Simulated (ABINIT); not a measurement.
KBr:

```
CELL_PARAMETERS angstrom
0.00000 3.30000 3.30000
3.30000 0.00000 3.30000
3.30000 3.30000 0.00000
ATOMIC_POSITIONS crystal
Br 0.50000 0.50000 0.50000
K 0.00000 0.00000 0.00000
```

Base run:

- Program: ABINIT 10.8.3 (patched build)
- Functional: rPW86PBE
- Potentials or basis: JTH PAW PBE v2.0
- Cutoff: 435 eV
- k mesh: 7 × 7 × 7
- Occupations: fermi-dirac, width 0.05 eV
- Spin: spin-orbit coupling, no magnetisation

Its results: band gap on the k mesh 4.07 eV, direct; pressure 0.8 GPa.

The run is repeated on the same cell with these changes: functional from rPW86PBE to PBEsol. What comes out?

Band gap on the k mesh 4.12 eV, direct; pressure -0.3 GPa.

Caveats: the PAW data sets were made with another functional, which shifts forces and pressure a little.
